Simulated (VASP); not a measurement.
Input of a VASP 6.6.1 run:

INCAR

```
  PREC = Accurate
  ENCUT = 520
  EDIFF = 1E-6
  ISMEAR = 0
  SIGMA = 0.01
  LREAL = F
  LASPH = T
  NELM = 100
  ALGO = Normal
  ISIF = 2
  LWAVE = F
  LCHARG = T
  GGA = PE
  IVDW = 11
  LVHAR = T
```

The input KPOINTS:

```
Automatic mesh
0
Gamma
  12 12 12
```

The input POSCAR:

```
Rh
1.0
   -0.0423390000      1.9410510000      1.8970590000
    1.8652730000     -0.0146640000      1.8693830000
    1.8539150000      1.9020170000     -0.0033060000
Rh
1
Direct
    0.0000000000      0.0000000000      0.0000000000
```

Potentials or basis: VASP PAW PBE potentials, release 64 (Rh_pv).

Launch:

```console
$ cat potpaw_PBE.64/Rh_pv/POTCAR > POTCAR
$ mpirun -np 1 vasp_std > vasp.out
```

(1) What does it give for the dispersion energy per atom?

(2) Estimate the band gap on the k mesh.

Results:

(1) -0.582 eV.

(2) none (metal or under the smearing width).
